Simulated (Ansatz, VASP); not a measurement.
# Two plane-wave programs on AgCl

File POSCAR:

```
AgCl
1.0
    3.3955880419      0.0000000000      0.0000000000
    0.0000000000      3.3955880419      0.0000000000
    0.0000000000      0.0000000000      3.3955880419
Ag Cl
1 1
Direct
    0.0000000000      0.0000000000      0.0000000000
    0.5000000000      0.5000000000      0.5000000000
```

File INCAR.step1:

```
SYSTEM = AgCl
ALGO     = Normal         ! electronic algorithm
EDIFF    = 1E-5           ! SCF threshold, eV
ENCUT    = 520            ! plane-wave cutoff, eV
GGA      = PE             ! functional
ISIF     = 2              ! what is computed and relaxed
ISMEAR   = 0              ! smearing method
LASPH    = .True.         ! aspherical terms in the spheres
LREAL    = .False.        ! projectors in reciprocal space
LWAVE    = .True.         ! write WAVECAR
NBANDS   = 16             ! bands
NELM     = 100            ! most SCF steps
PREC     = Accurate       ! precision mode
SIGMA    = 0.01           ! smearing width, eV
```

The input INCAR.step2:

```
SYSTEM = AgCl
ALGO     = Normal         ! electronic algorithm
EDIFF    = 1E-6           ! SCF threshold, eV
ENCUT    = 520            ! plane-wave cutoff, eV
GGA      = PE             ! functional
HFSCREEN = 0.2079         ! screening, 1/A
ISIF     = 2              ! what is computed and relaxed
ISMEAR   = 0              ! smearing method
ISTART   = 1            
LASPH    = .True.         ! aspherical terms in the spheres
LCHARG   = .True.         ! write CHGCAR
LELF     = .True.         ! ELF
LHFCALC  = .True.         ! exact exchange
LREAL    = .False.        ! projectors in reciprocal space
LVHAR    = .True.       
LWAVE    = .False.        ! write WAVECAR
NBANDS   = 16             ! bands
NELM     = 100            ! most SCF steps
PREC     = Accurate       ! precision mode
PRECFOCK = Normal       
SIGMA    = 0.01           ! smearing width, eV
```

File KPOINTS:

```
k-points
0
Gamma
  4 4 4
  0 0 0
```

Input for Ansatz:

```yaml
crystal:
  lattice:
    - [3.3955880419, 0.0, 0.0]
    - [0.0, 3.3955880419, 0.0]
    - [0.0, 0.0, 3.3955880419]
  atoms:
    - { symbol: Ag, position: [0.0, 0.0, 0.0] }
    - { symbol: Cl, position: [0.5, 0.5, 0.5] }
kpoints:
  mp_grid: { grid: [4, 4, 4] }
hamiltonian:
  xc: hse06
scf:
  occupations: { method: fixed }
  n_extra_bands: 4
output:
  forces: true
  stress: true
  eigenvalues: true
  write_density: true
  write_potential: true
  elf: true
  volumetric_format: npy
```

The cell was built by a generator and needn't be a form met in nature.

Alike in both runs: task single point; functional HSE06; k mesh 4 × 4 × 4; no spin polarisation.

```csv
,VASP,Ansatz
version,VASP 6.6.1,Ansatz 0.2.0
potentials or method,"VASP PAW PBE potentials, release 64 (Ag, Cl)","plane waves, PAW"
plane-wave cutoff (eV),520,420
occupations,"gaussian, width 0.01 eV",fixed
valence electrons in the cell,18,26
```

```tsv
	VASP	Ansatz	Ansatz less VASP
gap on the k mesh at the Fermi level (eV)	2.01	2.02	+0.012
pressure (GPa)	1.3	1.5	+0.17
```

The two sets of potentials don't hold the same shells in valence. Ansatz warned: «stress_exchange_threshold_loose».

Caveats: the k mesh is coarse (spacing up to 0.46 Å⁻¹), so the values aren't converged, least of all with exact exchange; the PAW data sets were made with another functional, which shifts forces and pressure a little (VASP). A k mesh can miss the band edges.
